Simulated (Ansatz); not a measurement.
**K under changes of volume**

One of the cells (78.519 Å³/atom); the others are scaled copies at fixed shape and fractional positions:

```
K
1.0
    -2.69756    2.69756    2.69756
     2.69756   -2.69756    2.69756
     2.69756    2.69756   -2.69756
K
1
Direct
  0.00000 0.00000 0.00000
```

```yaml
Program: Ansatz 0.2.0
Functional: PBEsol
Potentials_or_basis: JTH PAW
Cutoff: "690 eV (not typed: the program's choice for these potentials)"
k_mesh: 7 × 7 × 7
Occupations: fermi-dirac, width 0.05 eV
Spin: no spin polarisation
```

| volume (Å³/atom) | energy over the lowest point (meV/atom) | pressure (GPa) |
| --- | --- | --- |
| 73.807 | 0.00 | -0.1 |
| 75.378 | 1.74 | -0.2 |
| 76.948 | 4.07 | -0.3 |
| 78.519 | 6.94 | -0.3 |
| 80.089 | 10.30 | -0.4 |
| 81.659 | 14.10 | -0.4 |
| 83.230 | ? | ? |

**Question.** What does the run at 83.230 Å³/atom give?

**Answer.** Energy over the lowest point 18.29 meV/atom; pressure -0.4 GPa.

Worked out: A Birch-Murnaghan fit of order 3 (a polynomial in V^(-2/3)) to the other rows has no minimum within the range. It gives 18.31 meV/atom at 83.230 Å³/atom, against the run's 18.29, and -dE/dV = -0.4 GPa, against -0.4.

Energies are extrapolated to zero smearing.
